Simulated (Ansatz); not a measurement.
Runs of Ansatz 0.2.0 on BN. The structure is cubic, space group F-43m (No. 216). Conventional cell: a = 3.626 Å, b = 3.626 Å, c = 3.626 Å, α = 90.00°, β = 90.00°, γ = 90.00°. N (site symmetry -43m) has 4 B at 1.57 Å as nearest neighbours. Around B (site symmetry -43m) lie 4 N at 1.57 Å. The cell is a database's computed one.

```csv
task,level,potentials or basis,spin,cell,k mesh,cutoff (eV),smearing,points for each segment of the path,mesh quality,gap on the mesh (eV),pressure (GPa)
band structure,LDA,Ansatz PAW,"non-collinear, ferromagnetic start",as given,10 × 10 × 10,420,gaussian 0.1 eV,14,not flagged,4.35,-14.2
band structure,PBE0,Ansatz PAW,off,as given,7 × 7 × 7,420,fermi-dirac 0.05 eV,4,coarse,6.81,-
relaxation of cell and atoms,r2SCAN,Ansatz PAW,off,relaxed,13 × 13 × 13,500,fermi-dirac 0.05 eV,-,not flagged,(a),0.0
band structure,PBEsol,Ansatz PAW earlier set,off,as given,13 × 13 × 13,870,fermi-dirac 0.05 eV,14,not flagged,4.35,-6.2
single point,PBE,Ansatz PAW,off,as given,13 × 13 × 13,420,gaussian 0.03 eV,-,not flagged,4.54,-0.4
band structure,BLYP,Ansatz PAW,off,as given,13 × 13 × 13,420,fermi-dirac 0.05 eV,14,not flagged,4.93,(c)
band structure,r2SCAN,Ansatz PAW,off,as given,13 × 13 × 13,500,fermi-dirac 0.05 eV,14,not flagged,(b),-5.2
```

**Question.** Estimate the missing entries.

**Answer.** (a) 5.08; (b) 5.06; (c) 6.4.

Caveats: some runs use coarse meshes; the PAW data sets come from PBE, with cores solved anew for the run's functional, which leaves a small shift of forces and pressure (some runs); the k mesh misses the band edges, so the gap on the mesh is wider than the one along the path (some runs); odd divisions of the mesh miss points on the zone boundary, where band edges often lie, so the gap on the mesh can be too wide (some runs); the plane-wave basis is chosen anew once the cell has moved, so the energies of steps on either side of that aren't comparable (some runs); the potentials were made for another functional, which shifts forces and pressure (some runs).

Not every run made on this cell is shown here.
